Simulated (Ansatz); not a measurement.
**Zr (omega type): how the settings move a single-point run**

Question: which choices in the input matter for Zr (omega type)?

Method: reference: DFT, PBE, all-electron PAW with datasets made for the crystal, scalar-relativistic, in Ansatz 0.2.0.

1 further run of the same task is left out (it didn't finish).

**1. The system as given**

Symmetry: P6/mmm, No. 191, hexagonal system. The conventional cell has a = 5.047 Å, b = 5.047 Å, c = 3.145 Å, α = 90.00°, β = 90.00°, γ = 120.00°. Around Zr (site symmetry 6/mmm) lie 14 Zr at 3.14 to 3.31 Å. Zr (site symmetry -6m2) has 11 Zr at 2.91 to 3.31 Å as nearest neighbours.

As a file:

```cif
data_structure
_symmetry_space_group_name_H-M 'P6/mmm'
_symmetry_Int_Tables_number 191
_cell_length_a 5.0475
_cell_length_b 5.0475
_cell_length_c 3.1448
_cell_angle_alpha 90.000
_cell_angle_beta 90.000
_cell_angle_gamma 120.000
_cell_volume 69.39
loop_
_atom_site_label
_atom_site_type_symbol
_atom_site_symmetry_multiplicity
_atom_site_Wyckoff_symbol
_atom_site_fract_x
_atom_site_fract_y
_atom_site_fract_z
_atom_site_occupancy
Zr1 Zr 1 a 0.00000 0.00000 0.00000 1
Zr2 Zr 2 d 0.33333 0.66667 0.50000 1
```

**2. Baseline**

input.yaml

```yaml
crystal:
  lattice:
    - [5.0474735472, 0.0, 0.0]
    - [-2.5237367736, 4.3712403168, 0.0]
    - [0.0, 0.0, 3.1447675062]
  atoms:
    - { symbol: Zr, position: [0.0, 0.0, 0.0] }
    - { symbol: Zr, position: [0.3333333333, 0.6666666667, 0.5] }
    - { symbol: Zr, position: [0.6666666667, 0.3333333333, 0.5] }
kpoints:
  mp_grid: { grid: [8, 8, 11] }
scf:
  occupations: { method: fermi_dirac, width: 0.1 }
hamiltonian:
  xc: pbe
  pseudopotentials: { kind: all_electron, datasets: crystal }
output:
  forces: true
  stress: true
  eigenvalues: true
```

On the command line:

```
ansatz run input.yaml --threads 1 --pin off --max-ram 3072MiB --backend cpu --events-out ev --progress --plain --runs-dir out
```

**3. Variant: xc r2scan, dispersion d3bjatm**

input.yaml: that of step 2 with these lines changed.

```diff
@@ -14,4 +14,5 @@
 hamiltonian:
-  xc: pbe
+  xc: r2scan
   pseudopotentials: { kind: all_electron, datasets: crystal }
+  dispersion: d3bjatm
 output:
```

Q: Predict the outcome of this session. Wanted: for each run, ending; energy change; pressure; gap; force.

As calculated:

```tsv
run	ending	energy change	pressure (GPa)	gap (eV)	force (eV/Å)	cycles	time
reference	converged	-	0.0	0.00	0.00	9	16 s
1: xc r2scan, dispersion d3bjatm	converged	not comparable	-1.1	0.00	0.00	10	28 s
```

Residual by cycle in the longest SCF loop of each run; runs are numbered as in the table. The quantity is the density residual dr2, in eV.

```tsv
cycle	reference	run 1
1	1.11	1.22
2	0.369	0.452
3	0.383	0.118
4	0.295	0.93
5	0.0305	0.00773
6	0.0017	5.9e-4
7	1.6e-4	6.1e-4
8	1.1e-6	2.3e-6
9	2.5e-8	1.9e-6
10	-	3.7e-8
```

What this shows: A change of functional puts the total energy on another scale; the pressure goes from 0.0 to -1.1 GPa. The dispersion term changed too. Cost: 10 SCF cycles against 9, 28 s against 16 s.
